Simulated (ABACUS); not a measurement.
PtS2:

```
Pt S
1.0
     3.54320    0.00000    0.00000
    -1.77160    3.06850    0.00000
     0.00000    0.00000    5.03880
Pt S
1 2
Cartesian
  0.0000 0.0000 0.0000
  1.7716 1.0228 3.8950
  0.0000 2.0457 1.1438
```

Base run:

- Program: ABACUS 3.10.1
- Functional: PBEsol
- Potentials or basis: PseudoDojo NC SR 0.4.1 PBEsol standard
- Cutoff: 1143 eV
- Density cutoff: 4572 eV
- Basis: plane waves
- k mesh: 9 × 9 × 5
- Occupations: fermi-dirac, width 0.05 eV
- Spin: no spin polarisation

Its results: band gap on the k mesh 0.95 eV, indirect (least direct gap 0.99 eV); pressure 6.2 GPa; largest force 0.935 eV/Å.

Question: The run is repeated on the same cell with these changes: potentials or basis from PseudoDojo NC SR 0.4.1 PBEsol standard to PseudoDojo NC SR 0.5 PBE stringent; k mesh from 9 × 9 × 5 to 7 × 7 × 4. What comes out?

Answer: Band gap on the k mesh 0.76 eV, indirect (least direct gap 0.92 eV); pressure 6.6 GPa; largest force 0.974 eV/Å.

Caveats: spin-orbit coupling is left out, which moves the levels of the heavy elements; an odd mesh through Γ misses points on the zone boundary, where band edges often lie; the potentials were made for another functional, which shifts forces and pressure (some runs).
